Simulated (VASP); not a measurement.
# AgCl (P4/mmm) in VASP: further runs

The runs below take AgCl through single point, with PBEsol.

Everything below comes from runs of VASP 6.6.1. Logs are shortened: lines on timing, memory, paths and dates and some standing lists are left out, and cuts for length are marked.

**1. The structure**

The structure is tetragonal, space group P4/mmm (No. 123). Conventional cell: a = 3.730 Å, b = 3.730 Å, c = 2.910 Å, α = 90.00°, β = 90.00°, γ = 90.00°. Ag (site symmetry 4/mmm) is surrounded by 2 Ag at 2.91 Å and 8 Cl at 3.01 Å. Around Cl (site symmetry 4/mmm) lie 2 Cl at 2.91 Å and 8 Ag at 3.01 Å.

Measurements of this composition are mostly on another form, of space group No. 225.

**2. Single point, PBEsol**

INCAR

```
PREC     = Accurate       # precision mode
ENCUT    = 520            # plane-wave cutoff, eV
EDIFF    = 1E-7           # SCF threshold, eV
ISMEAR   = 0              # smearing method
SIGMA    = 0.05           # smearing width, eV
LREAL    = F              # projectors in reciprocal space
LASPH    = T              # aspherical terms in the spheres
NELM     = 100            # most SCF steps
ALGO     = Fast           # electronic algorithm
ISIF     = 2              # what is computed and relaxed
LWAVE    = F              # write WAVECAR
LCHARG   = F              # write CHGCAR
GGA      = PS             # functional
NBANDS   = 16             # bands
```

KPOINTS

```
regular mesh
0
Gamma
  12 12 12
```

POSCAR

```
AgCl
1.0
    3.7304853767      0.0000000000      0.0000000000
    0.0000000000      3.7304853767      0.0000000000
    0.0000000000      0.0000000000      2.9097785938
Ag Cl
1 1
Direct
    0.0000000000      0.0000000000      0.0000000000
    0.5000000000      0.5000000000      0.5000000000
```

Potentials or basis: VASP PAW PBE potentials, release 64 (Ag, Cl).

Run with:

```
> cat potpaw_PBE.64/Ag/POTCAR potpaw_PBE.64/Cl/POTCAR > POTCAR
> mpirun -np 1 vasp_std > vasp.out
```

OUTCAR:

```text
PREC = Accurate
   ENCUT = 520
   EDIFF = 1E-7
   ISMEAR = 0
   LREAL = F
   LASPH = T
   NELM = 100
   ISIF = 2
   GGA = PS

 ion  position               nearest neighbor table
   1  0.000  0.000  0.000-   2 3.01   2 3.01   2 3.01   2 3.01   2 3.01   2 3.01   2 3.01   2 3.01

   2  0.500  0.500  0.500-   1 3.01   1 3.01   1 3.01   1 3.01   1 3.01   1 3.01   1 3.01   1 3.01

  LATTYP: Found a simple tetragonal cell.
 ALAT       =     3.7304853767
 C/A-ratio  =     0.7800000000

  Lattice vectors:

 A1 = (   3.7304853767,   0.0000000000,   0.0000000000)
 A2 = (   0.0000000000,   3.7304853767,   0.0000000000)
 A3 = (   0.0000000000,   0.0000000000,   2.9097785938)

Analysis of symmetry for initial positions (statically):
=====================================================================
 Subroutine PRICEL returns:
 Original cell was already a primitive cell.

 Routine SETGRP: Setting up the symmetry group for a
 simple tetragonal supercell.

 Subroutine GETGRP returns: Found 16 space group operations
 (whereof 16 operations were pure point group operations)
 out of a pool of 16 trial point group operations.

The static configuration has the point symmetry D_4h.

Analysis of symmetry for dynamics (positions and initial velocities):
=====================================================================
 Subroutine PRICEL returns:
 Original cell was already a primitive cell.

 Routine SETGRP: Setting up the symmetry group for a
 simple tetragonal supercell.

 Subroutine GETGRP returns: Found 16 space group operations
 (whereof 16 operations were pure point group operations)
 out of a pool of 16 trial point group operations.

The dynamic configuration has the point symmetry D_4h.

 Subroutine INISYM returns: Found 16 space group operations
 (whereof 16 operations are pure point group operations),
 and found     1 'primitive' translations

----------------------------------------------------------------------------------------

                                     Primitive cell

  volume of cell :      40.4940

  direct lattice vectors                    reciprocal lattice vectors
     3.730485377  0.000000000  0.000000000     0.268061632  0.000000000  0.000000000
     0.000000000  3.730485377  0.000000000     0.000000000  0.268061632  0.000000000
     0.000000000  0.000000000  2.909778594     0.000000000  0.000000000  0.343668760

  length of vectors
     3.730485377  3.730485377  2.909778594     0.268061632  0.268061632  0.343668760

  position of ions in fractional coordinates (direct lattice)
     0.000000000  0.000000000  0.000000000
     0.500000000  0.500000000  0.500000000

  ion indices of the primitive-cell ions
   primitive index   ion index
                 1           1
                 2           2

----------------------------------------------------------------------------------------

 KPOINTS: regular mesh

Automatic generation of k-mesh.
 Grid dimensions read from file:
 generate k-points for:   12   12   12

 Generating k-lattice:

  Cartesian coordinates                     Fractional coordinates (reciprocal lattice)
     0.022338469  0.000000000  0.000000000     0.083333333  0.000000000  0.000000000
     0.000000000  0.022338469  0.000000000     0.000000000  0.083333333  0.000000000
     0.000000000  0.000000000  0.028639063     0.000000000  0.000000000  0.083333333

  Length of vectors
     0.022338469  0.022338469  0.028639063

  Shift w.r.t. Gamma in fractional coordinates (k-lattice)
     0.000000000  0.000000000  0.000000000

 Subroutine IBZKPT returns following result:
 ===========================================

 Found    196 irreducible k-points:

 Following reciprocal coordinates:
            Coordinates               Weight
  0.000000  0.000000  0.000000      1.000000
  0.083333  0.000000  0.000000      4.000000
  0.166667  0.000000  0.000000      4.000000
  0.250000  0.000000  0.000000      4.000000
  0.333333  0.000000  0.000000      4.000000
  0.416667  0.000000  0.000000      4.000000
[... 16 lines left out ...]
  0.333333  0.333333  0.000000      4.000000
  0.416667  0.333333  0.000000      8.000000
 [... further k-points ...]
   k-points           NKPTS =    196   k-points in BZ     NKDIM =    196   number of bands    NBANDS=     16
   number of dos      NEDOS =    301   number of ions     NIONS =      2
   total plane-waves  NPLWV =  18816
   dimension x,y,z NGX =    28 NGY =   28 NGZ =   24
   dimension x,y,z NGXF=    56 NGYF=   56 NGZF=   48
   ions per type =               1   1
   NGX,Y,Z   is equivalent  to a cutoff of  12.48, 12.48, 13.71 a.u.
   NGXF,Y,Z  is equivalent  to a cutoff of  24.96, 24.96, 27.42 a.u.
 SYSTEM =  unknown system
   PREC   = accura    normal or accurate (medium, high low for compatibility)
   ISTART =      0    job   : 0-new  1-cont  2-samecut
   ICHARG =      2    charge: 1-file 2-atom 10-const
   ISPIN  =      1    spin polarized calculation?
   LNONCOLLINEAR =      F non collinear calculations
   LSORBIT =      F    spin-orbit coupling
   LASPH  =      T    aspherical Exc in radial PAW
   ENCUT  =  520.0 eV  38.22 Ry    6.18 a.u.   6.94  6.94  5.41*2*pi/ulx,y,z
   NELM   =    100;   NELMIN=  2; NELMDL= -5     # of ELM steps
   EDIFF  = 0.1E-06   stopping-criterion for ELM
   LREAL  =      F    real-space projection
   EDIFFG = 0.1E-05   stopping-criterion for IOM
   NSW    =      0    number of steps for IOM
   IBRION =     -1    ionic relax: 0-MD 1-quasi-New 2-CG
   NFREE  =      0    steps in history (QN), initial steepest desc. (CG)
   ISIF   =      2    stress and relaxation
   ISYM   =      2    0-nonsym 1-usesym 2-fastsym
   POTIM  = 0.5000    time-step for ionic-motion
   TEBEG  =    0.0;   TEEND  =   0.0 temperature during run
   PSTRESS=    0.0 pullay stress
   NELECT =      18.0000    total number of electrons
   NUPDOWN=      -1.0000    fix difference up-down
   EMIN   =  10.00;   EMAX   =-10.00  energy-range for DOS
   EFERMI =   0.00;   METHOD = LEGACY
   ISMEAR =     0;   SIGMA  =   0.05  broadening in eV -4-tet -1-fermi 0-gaus
   EFERMI_NEDOS =   21; number of points for ismear=-14 and -15
   IALGO  =     68    algorithm
   IMIX   =      4    mixing-type and parameters
     AMIX     =   0.40;   BMIX     =  1.00
     AMIX_MAG =   1.60;   BMIX_MAG =  1.00
  volume/ion in A,a.u.               =      20.25       136.63
  Fermi-wavevector in a.u.,A,eV,Ry     =   1.249402  2.361027 21.238760  1.561005
  Thomas-Fermi vector in A             =   2.383444
   LORBIT       =      0    0 simple, 1 ext, 2 COOP (PROOUT), +10 PAW based schemes
   GGA     = PS    functional components
   LHFCALC =     F    Hartree Fock is set to
   AEXX    =    0.0000 exact exchange contribution
   IVDW    =     0    specifies the selected vdW correction
   LEPSILON=     F    determine dielectric tensor
   LRPA    =     F    only Hartree local field effects (RPA)
 non-spin polarized calculation
 RMM-DIIS sequential band-by-band and
 Gauss-broadening in eV      SIGMA  =   0.05
  energy-cutoff  :      520.00
  volume of cell :       40.49
 maximum number of plane-waves:      1110
 NGX is ok and might be reduce to    28

 number of electron      17.9999994 magnetization

 Free energy of the ion-electron system (eV)
  ---------------------------------------------------
  ext. energy  EPLUGINS =         0.00000000
  ---------------------------------------------------
  free energy    TOTEN  =        -5.44542309 eV

  energy without entropy =       -5.44497689  energy(sigma->0) =       -5.44519999

 E-fermi :   4.7117     XC(G=0): -10.6062

 val. band max:        4.7081792291   @ k =   0.4167   0.0000   0.0000
 cond. band min:       4.7233457538   @ k =   0.5000   0.0833   0.0000
 fundamental gap:      0.0151665246
 Fermi energy:         4.7116899157

 k-point     1 :       0.0000    0.0000    0.0000
  band No.  band energies     occupation
      1     -10.8131      2.00000
      2       0.2261      2.00000
      3       1.0088      2.00000
      4       1.6083      2.00000
      5       1.6083      2.00000
      6       1.6172      2.00000
[... 8 lines left out ...]
     15      18.4322      0.00000
     16      20.9819      0.00000

 k-point     2 :       0.0833    0.0000    0.0000
  band No.  band energies     occupation
      1     -10.7945      2.00000
      2       0.1967      2.00000
      3       0.8831      2.00000
      4       1.2368      2.00000
      5       1.4917      2.00000
      6       2.0110      2.00000
[... 8 lines left out ...]
     15      19.0247      0.00000
     16      20.3569      0.00000

 k-point     3 :       0.1667    0.0000    0.0000
  band No.  band energies     occupation
      1     -10.7428      2.00000
      2       0.0054      2.00000
      3       0.5682      2.00000
      4       0.9136      2.00000
      5       1.4832      2.00000
      6       1.9563      2.00000
[... 8 lines left out ...]
     15      19.5162      0.00000
     16      20.2466      0.00000

 k-point     4 :       0.2500    0.0000    0.0000
  band No.  band energies     occupation
      1     -10.6699      2.00000
      2      -0.4670      2.00000
      3       0.4483      2.00000
      4       0.6531      2.00000
      5       1.6025      2.00000
      6       1.8864      2.00000
[... 8 lines left out ...]
     15      18.7825      0.00000
     16      21.6998      0.00000

 k-point     5 :       0.3333    0.0000    0.0000
  band No.  band energies     occupation
      1     -10.5943      2.00000
      2      -0.9410      2.00000
      3       0.4291      2.00000
      4       0.4623      2.00000
      5       1.7501      2.00000
      6       1.8212      2.00000
[... 8 lines left out ...]
     15      18.2212      0.00000
     16      21.0089      0.00000

 k-point     6 :       0.4167    0.0000    0.0000
  band No.  band energies     occupation
      1     -10.5371      2.00000
      2      -1.2607      2.00000
      3       0.3459      2.00000
      4       0.4289      2.00000
      5       1.7760      2.00000
      6       1.8672      2.00000
[... 8 lines left out ...]
     15      17.8695      0.00000
     16      20.1545      0.00000

 k-point     7 :       0.5000    0.0000    0.0000
  band No.  band energies     occupation
      1     -10.5157      2.00000
      2      -1.3725      2.00000
      3       0.3067      2.00000
      4       0.4300      2.00000
      5       1.7599      2.00000
      6       1.9116      2.00000
[... 8 lines left out ...]
     15      19.0145      0.00000
     16      19.0306      0.00000

 k-point     8 :       0.0833    0.0833    0.0000
  band No.  band energies     occupation
      1     -10.7764      2.00000
      2       0.1628      2.00000
      3       0.8475      2.00000
      4       0.9297      2.00000
      5       1.7310      2.00000
      6       1.9474      2.00000
[... 8 lines left out ...]
     15      19.2620      0.00000
     16      20.0666      0.00000

 k-point     9 :       0.1667    0.0833    0.0000
  band No.  band energies     occupation
      1     -10.7261      2.00000
      2      -0.0296      2.00000
      3       0.5668      2.00000
      4       0.7719      2.00000
      5       1.6458      2.00000
      6       1.9543      2.00000
[... 8 lines left out ...]
     15      19.4433      0.00000
     16      20.0871      0.00000
[... 172 lines left out ...]
 k-point    19 :       0.2500    0.2500    0.0000
  band No.  band energies     occupation
      1     -10.5576      2.00000
      2      -0.5290      2.00000
      3       0.3180      2.00000
      4       0.4734      2.00000
      5       1.8950      2.00000
      6       1.9673      2.00000
[... 8 lines left out ...]
     15      18.8495      0.00000
     16      20.8124      0.00000

 k-point    20 :       0.3333    0.2500    0.0000
  band No.  band energies     occupation
      1     -10.4990      2.00000
      2      -0.6669      2.00000
      3       0.2319      2.00000
      4       0.4582      2.00000
      5       1.8752      2.00000
      6       1.9036      2.00000
[... 8 lines left out ...]
     15      18.7723      0.00000
     16      20.7144      0.00000

 k-point    21 :       0.4167    0.2500    0.0000
  band No.  band energies     occupation
      1     -10.4551      2.00000
      2      -0.8075      2.00000
      3       0.1878      2.00000
      4       0.4460      2.00000
      5       1.8529      2.00000
      6       1.9074      2.00000
[... 8 lines left out ...]
     15      19.1137      0.00000
     16      20.7439      0.00000

 k-point    22 :       0.5000    0.2500    0.0000
  band No.  band energies     occupation
      1     -10.4388      2.00000
      2      -0.8650      2.00000
      3       0.1740      2.00000
      4       0.4419      2.00000
      5       1.8439      2.00000
      6       1.9207      2.00000
[... 8 lines left out ...]
     15      19.5295      0.00000
     16      20.7661      0.00000

 k-point    23 :       0.3333    0.3333    0.0000
  band No.  band energies     occupation
      1     -10.4497      2.00000
      2      -0.5627      2.00000
      3       0.1362      2.00000
      4       0.4470      2.00000
      5       1.8941      2.00000
      6       1.9532      2.00000
[... 8 lines left out ...]
     15      19.1399      0.00000
     16      20.4658      0.00000

 k-point    24 :       0.4167    0.3333    0.0000
  band No.  band energies     occupation
      1     -10.4129      2.00000
      2      -0.5296      2.00000
      3       0.0957      2.00000
      4       0.4272      2.00000
      5       1.8927      2.00000
      6       1.9127      2.00000
[... 8 lines left out ...]
     15      19.5608      0.00000
     16      20.4257      0.00000

 [... further k-points ...]
[... 5 lines left out ...]
  --------------------------------------------------------------------------------------
  -------------------------------------------------------------------------------------
  Total       -2.2399251     -2.2399251      2.2890373      0.0000000      0.0000000      0.0000000
  in kB      -88.6244296    -88.6244296     90.5675906      0.0000000      0.0000000      0.0000000
  external PRESSURE =     -28.8937562 kB  Pullay stress =       0.0000000 kB

 VOLUME and BASIS-vectors are now :
 -----------------------------------------------------------------------------
  energy-cutoff  :      520.00
  volume of cell :       40.49
      direct lattice vectors                 reciprocal lattice vectors
     3.730485377  0.000000000  0.000000000     0.268061632  0.000000000  0.000000000
     0.000000000  3.730485377  0.000000000     0.000000000  0.268061632  0.000000000
     0.000000000  0.000000000  2.909778594     0.000000000  0.000000000  0.343668760

 POSITION                                       TOTAL-FORCE (eV/Angst)
 -----------------------------------------------------------------------------------
      0.00000      0.00000      0.00000         0.000000      0.000000      0.000000
      1.86524      1.86524      1.45489         0.000000      0.000000      0.000000
 -----------------------------------------------------------------------------------
    total drift:                               -0.000000      0.000000      0.000000

  FREE ENERGIE OF THE ION-ELECTRON SYSTEM (eV)
  ---------------------------------------------------
  free  energy   TOTEN  =        -5.4454230874 eV

  energy  without entropy=       -5.4449768949  energy(sigma->0) =       -5.44519999
```

It took 62 s on 1 thread of AMD EPYC 9R14 (Zen 4), shared host; peak memory 0.21 GiB.

Results:

```yaml
Free_energy: -5.4454 eV
Pressure: -2.9 GPa
Band_gap_on_the_k_mesh: none (metal or under the smearing width)
```

Levels at points of the mesh, in eV from the Fermi level:
| k point | band 7 | band 8 | band 9 | band 10 | band 11 | band 12 |
| --- | --- | --- | --- | --- | --- | --- |
| (0.00, 0.00, 0.00) | -2.68 | -2.68 | -0.86 | -0.41 | 7.51 | 9.85 |
| (0.50, 0.00, 0.00) | -2.66 | -1.11 | 0.02 | 3.52 | 3.71 | 6.89 |
| (0.50, 0.50, 0.00) | -2.78 | -2.78 | -0.18 | 0.33 | 7.99 | 7.99 |
| (0.00, 0.00, 0.50) | -1.97 | -1.17 | -1.17 | 3.20 | 5.15 | 8.15 |
| (0.50, 0.00, 0.50) | -3.13 | -2.46 | -1.95 | 2.94 | 6.33 | 8.35 |
| (0.50, 0.50, 0.50) | -1.81 | -1.21 | -1.21 | 3.48 | 4.15 | 4.15 |

Caveat: the PAW data sets were made with another functional, which shifts forces and pressure a little.

**3. Single point, PBEsol**

This run uses another cell than the first one, of the same volume but with other edges.

INCAR

```
PREC = Accurate ; ENCUT = 520
EDIFF = 1E-6 ; ISMEAR = 0
SIGMA = 0.05 ; LREAL = False
LASPH = True ; NELM = 100
ALGO = Fast ; ISIF = 2
LWAVE = False ; LCHARG = False
GGA = PS ; NBANDS = 16
```

KPOINTS is that of step 2.

POSCAR

```
AgCl
1.0
    3.0594761568      0.0000000000      0.0000000000
    0.0000000000      3.0594761568      0.0000000000
    0.0000000000      0.0000000000      4.3260992858
Ag Cl
1 1
Direct
    0.0000000000      0.0000000000      0.0000000000
    0.5000000000      0.5000000000      0.5000000000
```

Potentials or basis: VASP PAW PBE potentials, release 64 (Ag, Cl).

Run with:

```
> cat potpaw_PBE.64/Ag/POTCAR potpaw_PBE.64/Cl/POTCAR > POTCAR
> mpirun -np 1 vasp_std > vasp.out
```

Run time: 52 s. Hardware: 1 thread of AMD EPYC 9R14 (Zen 4), shared host; peak memory 0.21 GiB.

Results (log left out):

* Free energy: -5.2859 eV
* Pressure: -3.9 GPa
* Band gap on the k mesh: none (metal or under the smearing width)

Stress tensor (GPa, compression positive):
```
  1.78   0.00   0.00
  0.00   1.78   0.00
  0.00   0.00 -15.36
```

Levels at points of the mesh, in eV from the Fermi level:
```csv
k point,band 5,band 6,band 7,band 8,band 9,band 10,band 11,band 12,band 13,band 14
"(0.00, 0.00, 0.00)",-2.74,-2.74,-2.52,-0.96,-0.67,-0.67,8.69,9.87,10.06,14.31
"(0.50, 0.00, 0.00)",-3.16,-2.65,-1.97,-0.92,0.05,2.64,4.33,5.95,10.26,12.69
"(0.50, 0.50, 0.00)",-3.43,-3.43,-2.91,-2.08,-1.93,4.22,6.67,6.67,9.83,11.03
"(0.00, 0.00, 0.50)",-3.02,-3.02,-2.52,-0.16,-0.16,3.13,5.40,9.55,10.54,11.40
"(0.50, 0.00, 0.50)",-3.23,-3.06,-2.69,-2.68,-0.12,1.75,5.78,10.05,10.98,13.70
"(0.50, 0.50, 0.50)",-2.63,-2.08,-1.68,-1.68,-0.94,4.12,4.12,4.94,6.88,13.07
```

Caveat: the PAW data sets were made with another functional, which shifts forces and pressure a little.
